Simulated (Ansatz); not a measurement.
Ir:

```
CELL_PARAMETERS angstrom
0.00000 1.91560 1.91560
1.91560 0.00000 1.91560
1.91560 1.91560 0.00000
ATOMIC_POSITIONS crystal
Ir 0.00000 0.00000 0.00000
```

```yaml
Program: Ansatz 0.2.0
Task: relaxation of cell and atoms
Functional: BLYP
Potentials_or_basis: all-electron LAPW, scalar-relativistic
Basis_error_allowed: 0.001 eV/atom
k_mesh: 12 × 12 × 12
Occupations: fermi-dirac, width 0.05 eV
Spin: no spin polarisation
```

At the start: volume 14.06 Å³/atom.

Task: Where does the relaxation end?

Result: Over 6 steps the energy falls by 96.3 meV/atom and the volume is 15.22 Å³/atom (+8.3 %); space group Fm-3m (No. 225, to 0.05 Å).

Step by step:
```
step  energy change (eV)  largest force (eV/Å)  volume (Å³)
   1              0.0000                0.0000        14.06
   2             -0.0443                0.0000        16.22
   3             -0.0949                0.0000        15.38
   4             -0.0963                0.0000        15.20
   5             -0.0963                0.0000        15.22
   6             -0.0963                0.0000        15.22
```

Final structure:
```xyz
1
Lattice="0.0000 1.9671 1.9671 1.9671 0.0000 1.9671 1.9671 1.9671 0.0000" Properties=species:S:1:pos:R:3 pbc="T T T"
Ir    0.0000    0.0000    0.0000
```
